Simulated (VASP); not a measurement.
# SnTe (P4mm) in VASP: further runs

Runs on SnTe. Level: PBE+D3(BJ). Tasks: single point.

Program: VASP 6.6.1. These are calculated values, not measurements. Logs are shortened: lines on timing, memory, paths and dates and some standing lists are left out, and cuts for length are marked.

### Step 1. The cell of the first run

The structure is tetragonal, space group P4mm (No. 99). Conventional cell: a = 3.905 Å, b = 3.905 Å, c = 3.905 Å, α = 90.00°, β = 90.00°, γ = 90.00°. Sn (site symmetry 4mm) has 8 Te at 3.18 to 3.61 Å as nearest neighbours. Te (site symmetry 4mm) is surrounded by 8 Sn at 3.18 to 3.61 Å.

Measurements of this composition are mostly on another form, of space group No. 225.

### Step 2. Single point, PBE+D3(BJ) (all Te atoms moved +0.375 Å, as atom 2 along Cartesian [0 1 0])

The input, INCAR:

```
SYSTEM = SnTe
ALGO     = Fast           ! electronic algorithm
EDIFF    = 1E-6           ! SCF threshold, eV
ENCUT    = 520            ! plane-wave cutoff, eV
GGA      = PE             ! functional
ISIF     = 2              ! what is computed and relaxed
ISMEAR   = 0              ! smearing method
IVDW     = 12             ! dispersion correction
LASPH    = .True.         ! aspherical terms in the spheres
LCHARG   = .False.        ! write CHGCAR
LREAL    = .False.        ! projectors in reciprocal space
LWAVE    = .False.        ! write WAVECAR
NBANDS   = 17             ! bands
NELM     = 100            ! most SCF steps
PREC     = Accurate       ! precision mode
SIGMA    = 0.15           ! smearing width, eV
```

The input, KPOINTS:

```
k-points
0
Gamma
  12 12 12
  0 0 0
```

The input, POSCAR:

```
SnTe
1.0
    3.9047000000      0.0000000000      0.0000000000
    0.0000000000      3.9047000000      0.0000000000
    0.0000000000      0.0000000000      3.9047000000
Sn Te
1 1
Direct
    0.0000000000      0.0000000000      0.0000000000
    0.5000000000      0.5960381079      0.5000000000
```

Potentials or basis: VASP PAW PBE potentials, release 64 (Sn_d, Te).

The run is started by

```sh
cat potpaw_PBE.64/Sn_d/POTCAR potpaw_PBE.64/Te/POTCAR > POTCAR
mpirun -np 1 vasp_std > vasp.out
```

OUTCAR:

```text
SYSTEM = SnTe
   EDIFF = 1E-6
   ENCUT = 520
   GGA = PE
   ISIF = 2
   ISMEAR = 0
   IVDW = 12
   LASPH = .True.
   LREAL = .False.
   NELM = 100
   PREC = Accurate
 IVDW          = 12

 ion  position               nearest neighbor table
   1  0.000  0.000  0.000-   2 3.18   2 3.18   2 3.18   2 3.18   2 3.61   2 3.61   2 3.61   2 3.61

   2  0.500  0.596  0.500-   1 3.18   1 3.18   1 3.18   1 3.18   1 3.61   1 3.61   1 3.61   1 3.61

  LATTYP: Found a simple cubic cell.
 ALAT       =     3.9047000000

  Lattice vectors:

 A1 = (   3.9047000000,   0.0000000000,   0.0000000000)
 A2 = (   0.0000000000,   3.9047000000,   0.0000000000)
 A3 = (   0.0000000000,   0.0000000000,   3.9047000000)

Analysis of symmetry for initial positions (statically):
=====================================================================
 Subroutine PRICEL returns:
 Original cell was already a primitive cell.

 Routine SETGRP: Setting up the symmetry group for a
 simple cubic supercell.

 Subroutine GETGRP returns: Found  8 space group operations
 (whereof  8 operations were pure point group operations)
 out of a pool of 48 trial point group operations.

The static configuration has the point symmetry C_4v.

Analysis of symmetry for dynamics (positions and initial velocities):
=====================================================================
 Subroutine PRICEL returns:
 Original cell was already a primitive cell.

 Routine SETGRP: Setting up the symmetry group for a
 simple cubic supercell.

 Subroutine GETGRP returns: Found  8 space group operations
 (whereof  8 operations were pure point group operations)
 out of a pool of 48 trial point group operations.

The dynamic configuration has the point symmetry C_4v.

 Subroutine INISYM returns: Found  8 space group operations
 (whereof  8 operations are pure point group operations),
 and found     1 'primitive' translations

----------------------------------------------------------------------------------------

                                     Primitive cell

  volume of cell :      59.5337

  direct lattice vectors                    reciprocal lattice vectors
     3.904700000  0.000000000  0.000000000     0.256101621  0.000000000  0.000000000
     0.000000000  3.904700000  0.000000000     0.000000000  0.256101621  0.000000000
     0.000000000  0.000000000  3.904700000     0.000000000  0.000000000  0.256101621

  length of vectors
     3.904700000  3.904700000  3.904700000     0.256101621  0.256101621  0.256101621

  position of ions in fractional coordinates (direct lattice)
     0.000000000  0.000000000  0.000000000
     0.500000000  0.596038108  0.500000000

  ion indices of the primitive-cell ions
   primitive index   ion index
                 1           1
                 2           2

----------------------------------------------------------------------------------------

 KPOINTS: k-points

Automatic generation of k-mesh.
 Grid dimensions read from file:
 generate k-points for:   12   12   12

 Generating k-lattice:

  Cartesian coordinates                     Fractional coordinates (reciprocal lattice)
     0.021341802  0.000000000  0.000000000     0.083333333  0.000000000  0.000000000
     0.000000000  0.021341802  0.000000000     0.000000000  0.083333333  0.000000000
     0.000000000  0.000000000  0.021341802     0.000000000  0.000000000  0.083333333

  Length of vectors
     0.021341802  0.021341802  0.021341802

  Shift w.r.t. Gamma in fractional coordinates (k-lattice)
     0.000000000  0.000000000  0.000000000

 Subroutine IBZKPT returns following result:
 ===========================================

 Found    196 irreducible k-points:

 Following reciprocal coordinates:
            Coordinates               Weight
  0.000000  0.000000  0.000000      1.000000
  0.083333  0.000000  0.000000      4.000000
  0.000000  0.083333  0.000000      2.000000
  0.166667  0.000000  0.000000      4.000000
  0.000000  0.166667  0.000000      2.000000
  0.250000  0.000000  0.000000      4.000000
[... 16 lines left out ...]
  0.000000  0.333333  0.083333      8.000000
  0.083333  0.000000  0.333333      8.000000
 [... further k-points ...]
   k-points           NKPTS =    196   k-points in BZ     NKDIM =    196   number of bands    NBANDS=     17
   number of dos      NEDOS =    301   number of ions     NIONS =      2
   total plane-waves  NPLWV =  27000
   dimension x,y,z NGX =    30 NGY =   30 NGZ =   30
   dimension x,y,z NGXF=    60 NGYF=   60 NGZF=   60
   ions per type =               1   1
   NGX,Y,Z   is equivalent  to a cutoff of  12.77, 12.77, 12.77 a.u.
   NGXF,Y,Z  is equivalent  to a cutoff of  25.55, 25.55, 25.55 a.u.
 SYSTEM =  SnTe
   PREC   = accura    normal or accurate (medium, high low for compatibility)
   ISTART =      0    job   : 0-new  1-cont  2-samecut
   ICHARG =      2    charge: 1-file 2-atom 10-const
   ISPIN  =      1    spin polarized calculation?
   LNONCOLLINEAR =      F non collinear calculations
   LSORBIT =      F    spin-orbit coupling
   LASPH  =      T    aspherical Exc in radial PAW
   ENCUT  =  520.0 eV  38.22 Ry    6.18 a.u.   7.26  7.26  7.26*2*pi/ulx,y,z
   NELM   =    100;   NELMIN=  2; NELMDL= -5     # of ELM steps
   EDIFF  = 0.1E-05   stopping-criterion for ELM
   LREAL  =      F    real-space projection
   EDIFFG = 0.1E-04   stopping-criterion for IOM
   NSW    =      0    number of steps for IOM
   IBRION =     -1    ionic relax: 0-MD 1-quasi-New 2-CG
   NFREE  =      0    steps in history (QN), initial steepest desc. (CG)
   ISIF   =      2    stress and relaxation
   ISYM   =      2    0-nonsym 1-usesym 2-fastsym
   POTIM  = 0.5000    time-step for ionic-motion
   TEBEG  =    0.0;   TEEND  =   0.0 temperature during run
   PSTRESS=    0.0 pullay stress
   NELECT =      20.0000    total number of electrons
   NUPDOWN=      -1.0000    fix difference up-down
   EMIN   =  10.00;   EMAX   =-10.00  energy-range for DOS
   EFERMI =   0.00;   METHOD = LEGACY
   ISMEAR =     0;   SIGMA  =   0.15  broadening in eV -4-tet -1-fermi 0-gaus
   EFERMI_NEDOS =   21; number of points for ismear=-14 and -15
   IALGO  =     68    algorithm
   IMIX   =      4    mixing-type and parameters
     AMIX     =   0.40;   BMIX     =  1.00
     AMIX_MAG =   1.60;   BMIX_MAG =  1.00
  volume/ion in A,a.u.               =      29.77       200.88
  Fermi-wavevector in a.u.,A,eV,Ry     =   1.138057  2.150615 17.621893  1.295173
  Thomas-Fermi vector in A             =   2.274761
   LORBIT       =      0    0 simple, 1 ext, 2 COOP (PROOUT), +10 PAW based schemes
   GGA     = PE    functional components
   LHFCALC =     F    Hartree Fock is set to
   AEXX    =    0.0000 exact exchange contribution
   IVDW    =    12    specifies the selected vdW correction
   LEPSILON=     F    determine dielectric tensor
   LRPA    =     F    only Hartree local field effects (RPA)
 non-spin polarized calculation
 RMM-DIIS sequential band-by-band and
 Gauss-broadening in eV      SIGMA  =   0.15
  energy-cutoff  :      520.00
  volume of cell :       59.53
 maximum number of plane-waves:      1628
 NGX is ok and might be reduce to    30
   NGX = 15   NGY = 15   NGZ = 15

 number of electron      19.9999983 magnetization

 Free energy of the ion-electron system (eV)
  ---------------------------------------------------
  ext. energy  EPLUGINS =         0.00000000
  ---------------------------------------------------
  free energy    TOTEN  =        -7.11391791 eV

  energy without entropy =       -7.10159665  energy(sigma->0) =       -7.10775728

 E-fermi :   7.0291     XC(G=0):  -9.8412

 val. band max:        6.9906535932   @ k =   0.2500   0.0000   0.5000
 cond. band min:       7.0292772126   @ k =   0.5000   0.0000   0.0000
 fundamental gap:      0.0386236193
 Fermi energy:         7.0291416583

 k-point     1 :       0.0000    0.0000    0.0000
  band No.  band energies     occupation
      1     -14.5468      2.00000
      2     -14.5435      2.00000
      3     -14.5105      2.00000
      4     -14.5105      2.00000
      5     -14.5074      2.00000
      6      -5.3659      2.00000
[... 9 lines left out ...]
     16      17.8171      0.00000
     17      17.9401      0.00000

 k-point     2 :       0.0833    0.0000    0.0000
  band No.  band energies     occupation
      1     -14.5464      2.00000
      2     -14.5416      2.00000
      3     -14.5112      2.00000
      4     -14.5104      2.00000
      5     -14.5082      2.00000
      6      -5.3104      2.00000
[... 9 lines left out ...]
     16      17.5160      0.00000
     17      17.6238      0.00000

 k-point     3 :       0.0000    0.0833    0.0000
  band No.  band energies     occupation
      1     -14.5447      2.00000
      2     -14.5434      2.00000
      3     -14.5112      2.00000
      4     -14.5112      2.00000
      5     -14.5074      2.00000
      6      -5.3151      2.00000
[... 9 lines left out ...]
     16      17.6013      0.00000
     17      17.6683      0.00000

 k-point     4 :       0.1667    0.0000    0.0000
  band No.  band energies     occupation
      1     -14.5458      2.00000
      2     -14.5359      2.00000
      3     -14.5133      2.00000
      4     -14.5107      2.00000
      5     -14.5099      2.00000
      6      -5.1477      2.00000
[... 9 lines left out ...]
     16      16.5578      0.00000
     17      17.4100      0.00000
[... 343 lines left out ...]
      1     -14.5432      2.00000
      2     -14.5204      2.00000
      3     -14.5183      2.00000
      4     -14.5160      2.00000
      5     -14.5103      2.00000
      6      -4.5299      2.00000
[... 9 lines left out ...]
     16      15.4576      0.00000
     17      17.0983      0.00000

 k-point    23 :       0.0000    0.3333    0.0833
  band No.  band energies     occupation
      1     -14.5409      2.00000
      2     -14.5221      2.00000
      3     -14.5192      2.00000
      4     -14.5182      2.00000
      5     -14.5076      2.00000
      6      -4.6141      2.00000
[... 9 lines left out ...]
     16      15.8199      0.00000
     17      16.7625      0.00000

 k-point    24 :       0.0833    0.0000    0.3333
  band No.  band energies     occupation
      1     -14.5433      2.00000
      2     -14.5196      2.00000
      3     -14.5180      2.00000
      4     -14.5170      2.00000
      5     -14.5103      2.00000
      6      -4.5260      2.00000
[... 9 lines left out ...]
     16      15.4550      0.00000
     17      17.1009      0.00000

 [... further k-points ...]

------------------------ aborting loop because EDIFF is reached ----------------------------------------

 Edisp (eV)   -0.83633

 E8    (eV) :    -0.3915

  FORCE on cell =-STRESS in cart. coord.  units (eV):
  Direction    XX          YY          ZZ          XY          YZ          ZX
  --------------------------------------------------------------------------------------
  -------------------------------------------------------------------------------------
  Total      -0.43210    -0.32585    -0.43210     0.00000     0.00000     0.00000
  in kB     -11.62874    -8.76933   -11.62874     0.00000     0.00000     0.00000
  external pressure =      -10.68 kB  Pullay stress =        0.00 kB

 VOLUME and BASIS-vectors are now :
 -----------------------------------------------------------------------------
  energy-cutoff  :      520.00
  volume of cell :       59.53
      direct lattice vectors                 reciprocal lattice vectors
     3.904700000  0.000000000  0.000000000     0.256101621  0.000000000  0.000000000
     0.000000000  3.904700000  0.000000000     0.000000000  0.256101621  0.000000000
     0.000000000  0.000000000  3.904700000     0.000000000  0.000000000  0.256101621

 POSITION                                       TOTAL-FORCE (eV/Angst)
 -----------------------------------------------------------------------------------
      0.00000      0.00000      0.00000        -0.000000     -0.045684     -0.000000
      1.95235      2.32735      1.95235         0.000000      0.045684      0.000000
 -----------------------------------------------------------------------------------
    total drift:                                0.000000     -0.000858      0.000000

  FREE ENERGIE OF THE ION-ELECTRON SYSTEM (eV)
  ---------------------------------------------------
  free  energy   TOTEN  =        -7.9502513362 eV

  energy  without entropy=       -7.9379300772  energy(sigma->0) =       -7.94409071
```

Wall time 64 s (1 thread of Intel Xeon 6975P-C (Granite Rapids), shared host); peak memory 0.33 GiB.

What came out:

```
Free energy                : -7.9503 eV
Pressure                   : -1.1 GPa
Largest force              : 0.046 eV/Å
Band gap on the k mesh     : none (metal or under the smearing width)
Dispersion energy per atom : -0.418 eV
```

Forces in eV/Å, atoms in the order of the input:
```
Sn   0.000 -0.046  0.000
Te   0.000  0.046  0.000
```

Caveat: pairwise dispersion overbinds metals, which lowers pressure and volume.

### Step 3. Single point, PBE+D3(BJ) (all Te atoms moved -0.500 Å, as atom 2 along Cartesian [0 1 0])

The input, INCAR:

```
SYSTEM = SnTe
  PREC = Accurate
  ENCUT = 520
  EDIFF = 1E-6
  ISMEAR = 0
  SIGMA = 0.15
  LREAL = .False.
  LASPH = .True.
  NELM = 100
  ALGO = Fast
  ISIF = 2
  LWAVE = .False.
  LCHARG = .False.
  GGA = PE
  IVDW = 12
  NBANDS = 17
```

The input, KPOINTS:

```
regular mesh
0
Gamma
  12 12 12
  0 0 0
```

Edit POSCAR of step 2 so:

```diff
@@ -9,2 +9,2 @@
     0.0000000000      0.0000000000      0.0000000000
-    0.5000000000      0.5960381079      0.5000000000
+    0.5000000000      0.3719491894      0.5000000000
```

Potentials or basis: VASP PAW PBE potentials, release 64 (Sn_d, Te).

The run is started by

```sh
cat potpaw_PBE.64/Sn_d/POTCAR potpaw_PBE.64/Te/POTCAR > POTCAR
mpirun -np 1 vasp_std > vasp.out
```

Wall time 65 s (1 thread of Intel Xeon 6975P-C (Granite Rapids), shared host); peak memory 0.32 GiB.

It converged, with:

- Free energy: -7.9494 eV
- Pressure: 0.0 GPa
- Largest force: 0.069 eV/Å
- Band gap on the k mesh: none (metal or under the smearing width)
- Dispersion energy per atom: -0.418 eV

Forces in eV/Å, atoms in the order of the input:
```
Sn   0.000 -0.069  0.000
Te   0.000  0.069  0.000
```

Stress tensor (GPa, compression positive):
```
-0.07  0.00  0.00
 0.00  0.07  0.00
 0.00  0.00 -0.07
```

Levels at points of the mesh, in eV from the Fermi level:
```tsv
k point	band 8	band 9	band 10	band 11	band 12	band 13
(0.00, 0.00, 0.00)	-1.94	-1.94	-1.32	2.33	3.50	5.59
(0.50, 0.00, 0.00)	-0.72	-0.39	0.00	1.01	2.04	2.70
(0.00, 0.50, 0.00)	-0.85	-0.85	-0.65	0.74	2.93	2.93
(0.50, 0.50, 0.00)	-4.52	-4.09	0.10	3.08	3.57	3.64
(0.50, 0.00, 0.50)	-4.96	-4.96	0.32	3.39	4.18	4.18
(0.50, 0.50, 0.50)	-3.62	-3.62	-2.76	-1.15	-0.36	-0.36
```

Caveat: pairwise dispersion overbinds metals, which lowers pressure and volume. Spin-orbit coupling is left out, which matters for the levels of Te.

[end of part 1 of 2]
